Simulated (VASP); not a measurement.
# Au in VASP: further runs

Aim: see how the results for Au move with the level of theory and the settings. Levels: BLYP, PW91. Tasks: work function.

All numbers are computed with VASP 6.6.1; they aren't measurements. Logs are shortened: lines on timing, memory, paths and dates and some standing lists are left out, and cuts for length are marked.

**1. The structure**

The cell holds a slab with vacuum, 6 atoms: a = 2.823 Å, b = 2.920 Å, c = 27.233 Å, α = 90.00°, β = 90.00°, γ = 118.91°.

The slab is cut from a database's or a generator's crystal, which needn't be the stable form of the element.

**2. Work function, BLYP**

File INCAR:

```
SYSTEM = Au
PREC = Accurate ; ENCUT = 520
EDIFF = 1E-6 ; ISMEAR = -1
SIGMA = 0.05 ; LREAL = .False.
LASPH = .True. ; NELM = 60
ALGO = Fast ; ISIF = 2
LWAVE = .False. ; LCHARG = .True.
LDIPOL = .True. ; IDIPOL = 3
DIPOL = 0.5 0.5 0.500 ; GGA = B5
ALDAX = 1.0 ; AGGAX = 1.0
AGGAC = 1.0 ; ALDAC = 0.0
LELF = .True. ; LVHAR = .True.
LVACPOTAV = .True.
```

File KPOINTS:

```
Automatic mesh
0
Gamma
  8 8 1
  0 0 0
```

File POSCAR:

```
Au
1.0
    2.8226199300      0.0000000000      0.0000000000
   -1.4113099650      2.5559330250      0.0000000000
    0.0000000000      0.0000000000     27.2329240250
Au
6
Direct
    0.3346720300      0.6693440600      0.2754019360
    0.6653279700      0.3306559400      0.3652411616
    0.3346720300      0.6693440600      0.4550803872
    0.6653279700      0.3306559400      0.5449196128
    0.3346720300      0.6693440600      0.6347588384
    0.6653279700      0.3306559400      0.7245980640
```

Potentials or basis: VASP PAW PBE potentials, release 64 (Au).

On the command line:

```console
$ cat potpaw_PBE.64/Au/POTCAR > POTCAR
$ mpirun -np 1 vasp_std > vasp.out
```

OUTCAR:

```text
SYSTEM = Au
   PREC = Accurate
   ENCUT = 520
   EDIFF = 1E-6
   ISMEAR = -1
   LREAL = .False.
   LASPH = .True.
   NELM = 60
   ISIF = 2
   GGA = B5

 ion  position               nearest neighbor table
   1  0.335  0.669  0.275-   2 2.95   2 2.95   2 2.97
   2  0.665  0.331  0.365-   1 2.95   1 2.95   3 2.95   3 2.95   1 2.97   3 2.97
   3  0.335  0.669  0.455-   2 2.95   4 2.95   2 2.95   4 2.95   2 2.97   4 2.97
   4  0.665  0.331  0.545-   3 2.95   5 2.95   3 2.95   5 2.95   3 2.97   5 2.97
   5  0.335  0.669  0.635-   6 2.95   6 2.95   4 2.95   4 2.95   6 2.97   4 2.97
   6  0.665  0.331  0.725-   5 2.95   5 2.95   5 2.97

  LATTYP: Found a base centered orthorhombic cell.
 ALAT       =     2.8226199300
 B/A-ratio  =     1.8110359088
 C/A-ratio  =     9.6481016575

  Lattice vectors:

 A1 = (   1.4113099650,  -2.5559330250,   0.0000000000)
 A2 = (   1.4113099650,   2.5559330250,   0.0000000000)
 A3 = (   0.0000000000,   0.0000000000,  27.2329240250)

Analysis of symmetry for initial positions (statically):
=====================================================================
 Subroutine PRICEL returns:
 Original cell was already a primitive cell.

 Routine SETGRP: Setting up the symmetry group for a
 base centered orthorhombic supercell.

 Subroutine GETGRP returns: Found  4 space group operations
 (whereof  4 operations were pure point group operations)
 out of a pool of  8 trial point group operations.

The static configuration has the point symmetry C_2h.

Analysis of symmetry for dynamics (positions and initial velocities):
=====================================================================
 Subroutine PRICEL returns:
 Original cell was already a primitive cell.

 Routine SETGRP: Setting up the symmetry group for a
 base centered orthorhombic supercell.

 Subroutine GETGRP returns: Found  4 space group operations
 (whereof  4 operations were pure point group operations)
 out of a pool of  8 trial point group operations.

The dynamic configuration has the point symmetry C_2h.

 Subroutine INISYM returns: Found  4 space group operations
 (whereof  4 operations are pure point group operations),
 and found     1 'primitive' translations

----------------------------------------------------------------------------------------

                                     Primitive cell

  volume of cell :     196.4700

  direct lattice vectors                    reciprocal lattice vectors
     2.822619930  0.000000000  0.000000000     0.354280783  0.195623279  0.000000000
    -1.411309965  2.555933025  0.000000000     0.000000000  0.391246559  0.000000000
     0.000000000  0.000000000 27.232924025     0.000000000  0.000000000  0.036720258

  length of vectors
     2.822619930  2.919689957 27.232924025     0.404701545  0.391246559  0.036720258

  position of ions in fractional coordinates (direct lattice)
     0.334672030  0.669344060  0.275401936
     0.665327970  0.330655940  0.365241162
     0.334672030  0.669344060  0.455080387
     0.665327970  0.330655940  0.544919613
     0.334672030  0.669344060  0.634758838
     0.665327970  0.330655940  0.724598064

  ion indices of the primitive-cell ions
   primitive index   ion index
                 1           1
                 2           2
                 3           3
                 4           4
                 5           5
                 6           6

----------------------------------------------------------------------------------------

 KPOINTS: Automatic mesh

Automatic generation of k-mesh.
 Grid dimensions read from file:
 generate k-points for:    8    8    1

 Generating k-lattice:

  Cartesian coordinates                     Fractional coordinates (reciprocal lattice)
     0.044285098  0.024452910  0.000000000     0.125000000  0.000000000  0.000000000
     0.000000000  0.048905820  0.000000000     0.000000000  0.125000000  0.000000000
     0.000000000  0.000000000  0.036720258     0.000000000  0.000000000  1.000000000

  Length of vectors
     0.050587693  0.048905820  0.036720258

  Shift w.r.t. Gamma in fractional coordinates (k-lattice)
     0.000000000  0.000000000  0.000000000

 Subroutine IBZKPT returns following result:
 ===========================================

 Found     21 irreducible k-points:

 Following reciprocal coordinates:
            Coordinates               Weight
  0.000000  0.000000  0.000000      1.000000
  0.125000  0.000000  0.000000      4.000000
  0.250000  0.000000  0.000000      4.000000
  0.375000  0.000000  0.000000      4.000000
  0.500000  0.000000  0.000000      2.000000
  0.000000  0.125000  0.000000      2.000000
[... 13 lines left out ...]
  0.250000  0.375000  0.000000      2.000000
  0.000000  0.500000  0.000000      1.000000
   k-points           NKPTS =     21   k-points in BZ     NKDIM =     21   number of bands    NBANDS=     39
   number of dos      NEDOS =    301   number of ions     NIONS =      6
   total plane-waves  NPLWV = 120960
   dimension x,y,z NGX =    24 NGY =   24 NGZ =  210
   dimension x,y,z NGXF=    48 NGYF=   48 NGZF=  420
   ions per type =               6
   NGX,Y,Z   is equivalent  to a cutoff of  14.14, 13.67, 12.82 a.u.
   NGXF,Y,Z  is equivalent  to a cutoff of  28.27, 27.33, 25.64 a.u.
 SYSTEM =  Au
   PREC   = accura    normal or accurate (medium, high low for compatibility)
   ISTART =      0    job   : 0-new  1-cont  2-samecut
   ICHARG =      2    charge: 1-file 2-atom 10-const
   ISPIN  =      1    spin polarized calculation?
   LNONCOLLINEAR =      F non collinear calculations
   LSORBIT =      F    spin-orbit coupling
   LASPH  =      T    aspherical Exc in radial PAW
   ENCUT  =  520.0 eV  38.22 Ry    6.18 a.u.   5.25  5.43 50.64*2*pi/ulx,y,z
   NELM   =     60;   NELMIN=  2; NELMDL= -5     # of ELM steps
   EDIFF  = 0.1E-05   stopping-criterion for ELM
   LREAL  =      F    real-space projection
   EDIFFG = 0.1E-04   stopping-criterion for IOM
   NSW    =      0    number of steps for IOM
   IBRION =     -1    ionic relax: 0-MD 1-quasi-New 2-CG
   NFREE  =      0    steps in history (QN), initial steepest desc. (CG)
   ISIF   =      2    stress and relaxation
   ISYM   =      2    0-nonsym 1-usesym 2-fastsym
   POTIM  = 0.5000    time-step for ionic-motion
   TEBEG  =    0.0;   TEEND  =   0.0 temperature during run
   PSTRESS=    0.0 pullay stress
   NELECT =      66.0000    total number of electrons
   NUPDOWN=      -1.0000    fix difference up-down
   EMIN   =  10.00;   EMAX   =-10.00  energy-range for DOS
   EFERMI =   0.00;   METHOD = LEGACY
   ISMEAR =    -1;   SIGMA  =   0.05  broadening in eV -4-tet -1-fermi 0-gaus
   EFERMI_NEDOS =   21; number of points for ismear=-14 and -15
   IALGO  =     68    algorithm
   IMIX   =      4    mixing-type and parameters
     AMIX     =   0.40;   BMIX     =  1.00
     AMIX_MAG =   1.60;   BMIX_MAG =  1.00
  volume/ion in A,a.u.               =      32.74       220.97
  Fermi-wavevector in a.u.,A,eV,Ry     =   1.138040  2.150583 17.621374  1.295134
  Thomas-Fermi vector in A             =   2.274744
   LORBIT       =      0    0 simple, 1 ext, 2 COOP (PROOUT), +10 PAW based schemes
   GGA     = B5    functional components
   LHFCALC =     F    Hartree Fock is set to
   AEXX    =    0.0000 exact exchange contribution
   IVDW    =     0    specifies the selected vdW correction
   LEPSILON=     F    determine dielectric tensor
   LRPA    =     F    only Hartree local field effects (RPA)
 non-spin polarized calculation
 RMM-DIIS sequential band-by-band and
  energy-cutoff  :      520.00
  volume of cell :      196.47
 maximum number of plane-waves:      5350
 NGX is ok and might be reduce to    24
   NGX = 11   NGY = 11   NGZ =101

 dipolmoment           0.000000      0.000000      0.000000 electrons x Angstroem

 number of electron      66.0000000 magnetization

 dipolmoment           0.000000      0.000000     -0.000000 electrons x Angstroem

 Free energy of the ion-electron system (eV)
  ---------------------------------------------------
  ext. energy  EPLUGINS =         0.00000000
  ---------------------------------------------------
  free energy    TOTEN  =       -14.06462717 eV

  energy without entropy =      -14.04433064  energy(sigma->0) =      -14.05447891

 E-fermi :   2.8142     XC(G=0):  -6.9328

 val. band max:        2.8113662007   @ k =   0.2500   0.2500   0.0000
 cond. band min:       2.8316526748   @ k =   0.3750   0.1250   0.0000
 fundamental gap:      0.0202864741
 Fermi energy:         2.8141817130

 k-point     1 :       0.0000    0.0000    0.0000
  band No.  band energies     occupation
      1      -6.4827      2.00000
      2      -5.9223      2.00000
      3      -5.1708      2.00000
      4      -4.5610      2.00000
      5      -4.2780      2.00000
      6      -4.2607      2.00000
[... 31 lines left out ...]
     38       6.5100      0.00000
     39       7.5398      0.00000

 k-point     2 :       0.1250    0.0000    0.0000
  band No.  band energies     occupation
      1      -5.9925      2.00000
      2      -5.4400      2.00000
      3      -4.6923      2.00000
      4      -4.0954      2.00000
      5      -3.8409      2.00000
      6      -3.8067      2.00000
[... 31 lines left out ...]
     38       6.7676      0.00000
     39       7.8998      0.00000

 k-point     3 :       0.2500    0.0000    0.0000
  band No.  band energies     occupation
      1      -4.7751      2.00000
      2      -4.3412      2.00000
      3      -3.7691      2.00000
      4      -3.3600      2.00000
      5      -3.1440      2.00000
      6      -3.0971      2.00000
[... 706 lines left out ...]
 k-point    20 :       0.2500    0.3750    0.0000
  band No.  band energies     occupation
      1      -3.1751      2.00000
      2      -3.1401      2.00000
      3      -2.9450      2.00000
      4      -2.8027      2.00000
      5      -2.7647      2.00000
      6      -2.5893      2.00000
[... 31 lines left out ...]
     38       7.3235      0.00000
     39       7.8607      0.00000

 k-point    21 :       0.0000    0.5000    0.0000
  band No.  band energies     occupation
      1      -4.0771      2.00000
      2      -4.0746      2.00000
      3      -3.9499      2.00000
      4      -3.9156      2.00000
      5      -3.5503      2.00000
      6      -3.5231      2.00000
[... 31 lines left out ...]
     38       6.1569      0.00000
     39       6.8208      0.00000

------------------------ aborting loop because EDIFF is reached ----------------------------------------

  FORCE on cell =-STRESS in cart. coord.  units (eV):
  Direction    XX          YY          ZZ          XY          YZ          ZX
  --------------------------------------------------------------------------------------
  -------------------------------------------------------------------------------------
  Total        7.0157322      7.2108844      7.9981347      0.0000000     -0.0393305      0.0000000
  in kB       57.2120409     58.8034720     65.2233570      0.0000000     -0.3207329      0.0000000
  external PRESSURE =      60.4129567 kB  Pullay stress =       0.0000000 kB

 VOLUME and BASIS-vectors are now :
 -----------------------------------------------------------------------------
  energy-cutoff  :      520.00
  volume of cell :      196.47
      direct lattice vectors                 reciprocal lattice vectors
     2.822619930  0.000000000  0.000000000     0.354280783  0.195623279  0.000000000
    -1.411309965  2.555933025  0.000000000     0.000000000  0.391246559  0.000000000
     0.000000000  0.000000000 27.232924025     0.000000000  0.000000000  0.036720258

 POSITION                                       TOTAL-FORCE (eV/Angst)
 -----------------------------------------------------------------------------------
      0.00000      1.71080      7.50000         0.000000      0.012552     -0.743225
      1.41131      0.84513      9.94658         0.000000     -0.025124      0.166352
      0.00000      1.71080     12.39317        -0.000000      0.028578     -0.075228
      1.41131      0.84513     14.83975         0.000000     -0.028578      0.075228
      0.00000      1.71080     17.28634        -0.000000      0.025124     -0.166352
      1.41131      0.84513     19.73292        -0.000000     -0.012552      0.743225
 -----------------------------------------------------------------------------------
    total drift:                               -0.000000     -0.000000     -0.000000

  FREE ENERGIE OF THE ION-ELECTRON SYSTEM (eV)
  ---------------------------------------------------
  free  energy   TOTEN  =       -14.0646271699 eV

  energy  without entropy=      -14.0443306425  energy(sigma->0) =      -14.05447891

 vacuum level on the upper side and lower side of the slab         7.814         7.814
```

Wall time 7.8 min (1 thread of Intel Xeon Platinum 8488C (Sapphire Rapids), shared host); peak memory 0.39 GiB.

Results:

- Free energy: -14.0646 eV
- Largest force: 0.743 eV/Å
- Band gap on the k mesh: none (metal or under the smearing width)
- Work function of the upper face: 5.00 eV
- Work function of the lower face: 5.00 eV

Forces in eV/Å, atoms in the order of the input:
```
Au   0.000  0.013 -0.743
Au   0.000 -0.025  0.166
Au   0.000  0.029 -0.075
Au   0.000 -0.029  0.075
Au   0.000  0.025 -0.166
Au   0.000 -0.013  0.743
```

Caveat: the PAW data sets were made with another functional, which shifts forces and pressure a little.

**3. Work function, PW91**

Edit INCAR of step 2 so:

```diff
@@ -8,5 +8,3 @@
 LDIPOL = .True. ; IDIPOL = 3
-DIPOL = 0.5 0.5 0.500 ; GGA = B5
-ALDAX = 1.0 ; AGGAX = 1.0
-AGGAC = 1.0 ; ALDAC = 0.0
+DIPOL = 0.5 0.5 0.500 ; GGA = 91
 LELF = .True. ; LVHAR = .True.
```

KPOINTS is that of step 2.

POSCAR is that of step 2.

Potentials or basis: VASP PAW PBE potentials, release 64 (Au).

On the command line:

```console
$ cat potpaw_PBE.64/Au/POTCAR > POTCAR
$ mpirun -np 1 vasp_std > vasp.out
```

OUTCAR:

```text
SYSTEM = Au
   PREC = Accurate
   ENCUT = 520
   EDIFF = 1E-6
   ISMEAR = -1
   LREAL = .False.
   LASPH = .True.
   NELM = 60
   ISIF = 2
   GGA = 91

 ion  position               nearest neighbor table
   1  0.335  0.669  0.275-   2 2.95   2 2.95   2 2.97
   2  0.665  0.331  0.365-   1 2.95   1 2.95   3 2.95   3 2.95   1 2.97   3 2.97
   3  0.335  0.669  0.455-   2 2.95   4 2.95   2 2.95   4 2.95   2 2.97   4 2.97
   4  0.665  0.331  0.545-   3 2.95   5 2.95   3 2.95   5 2.95   3 2.97   5 2.97
   5  0.335  0.669  0.635-   6 2.95   6 2.95   4 2.95   4 2.95   6 2.97   4 2.97
   6  0.665  0.331  0.725-   5 2.95   5 2.95   5 2.97

  LATTYP: Found a base centered orthorhombic cell.
 ALAT       =     2.8226199300
 B/A-ratio  =     1.8110359088
 C/A-ratio  =     9.6481016575

  Lattice vectors:

 A1 = (   1.4113099650,  -2.5559330250,   0.0000000000)
 A2 = (   1.4113099650,   2.5559330250,   0.0000000000)
 A3 = (   0.0000000000,   0.0000000000,  27.2329240250)

Analysis of symmetry for initial positions (statically):
=====================================================================
[... 186 lines left out ...]
 fundamental gap:      0.0349084996
 Fermi energy:         2.3644134182

 k-point     1 :       0.0000    0.0000    0.0000
  band No.  band energies     occupation
      1      -6.9789      2.00000
      2      -6.4243      2.00000
      3      -5.6657      2.00000
      4      -5.0256      2.00000
      5      -4.7326      2.00000
      6      -4.7226      2.00000
[... 871 lines left out ...]
     38       5.7693      0.00000
     39       6.4356      0.00000

------------------------ aborting loop because EDIFF is reached ----------------------------------------

  FORCE on cell =-STRESS in cart. coord.  units (eV):
  Direction    XX          YY          ZZ          XY          YZ          ZX
  --------------------------------------------------------------------------------------
  -------------------------------------------------------------------------------------
  Total        0.2379345      0.5159060      2.2422675      0.0000000     -0.0343023      0.0000000
  in kB        1.9403134      4.2071209     18.2852905      0.0000000     -0.2797293      0.0000000
  external PRESSURE =       8.1442416 kB  Pullay stress =       0.0000000 kB

 VOLUME and BASIS-vectors are now :
 -----------------------------------------------------------------------------
  energy-cutoff  :      520.00
  volume of cell :      196.47
      direct lattice vectors                 reciprocal lattice vectors
     2.822619930  0.000000000  0.000000000     0.354280783  0.195623279  0.000000000
    -1.411309965  2.555933025  0.000000000     0.000000000  0.391246559  0.000000000
     0.000000000  0.000000000 27.232924025     0.000000000  0.000000000  0.036720258

 POSITION                                       TOTAL-FORCE (eV/Angst)
 -----------------------------------------------------------------------------------
      0.00000      1.71080      7.50000         0.000000      0.008873     -0.279343
      1.41131      0.84513      9.94658         0.000000     -0.017028      0.174580
      0.00000      1.71080     12.39317         0.000000      0.020838     -0.072466
      1.41131      0.84513     14.83975        -0.000000     -0.020838      0.072466
      0.00000      1.71080     17.28634        -0.000000      0.017028     -0.174580
      1.41131      0.84513     19.73292         0.000000     -0.008873      0.279343
 -----------------------------------------------------------------------------------
    total drift:                                0.000000     -0.000000     -0.000000

  FREE ENERGIE OF THE ION-ELECTRON SYSTEM (eV)
  ---------------------------------------------------
  free  energy   TOTEN  =       -18.8149885311 eV

  energy  without entropy=      -18.7930622985  energy(sigma->0) =      -18.80402541

 vacuum level on the upper side and lower side of the slab         7.675         7.675
```

Run time: 3.9 min. Hardware: 1 thread of Intel Xeon Platinum 8488C (Sapphire Rapids), shared host; peak memory 0.39 GiB.

Results:

```
Free energy                     : -18.8150 eV
Largest force                   : 0.279 eV/Å
Band gap on the k mesh          : none (metal or under the smearing width)
Work function of the upper face : 5.31 eV
Work function of the lower face : 5.31 eV
```

Forces on the atoms (eV/Å):
```
Au   0.000  0.009 -0.279
Au   0.000 -0.017  0.175
Au   0.000  0.021 -0.072
Au   0.000 -0.021  0.072
Au   0.000  0.017 -0.175
Au   0.000 -0.009  0.279
```

Caveat: the PAW data sets were made with another functional, which shifts forces and pressure a little. Spin-orbit coupling is left out, which matters for the levels of Au.
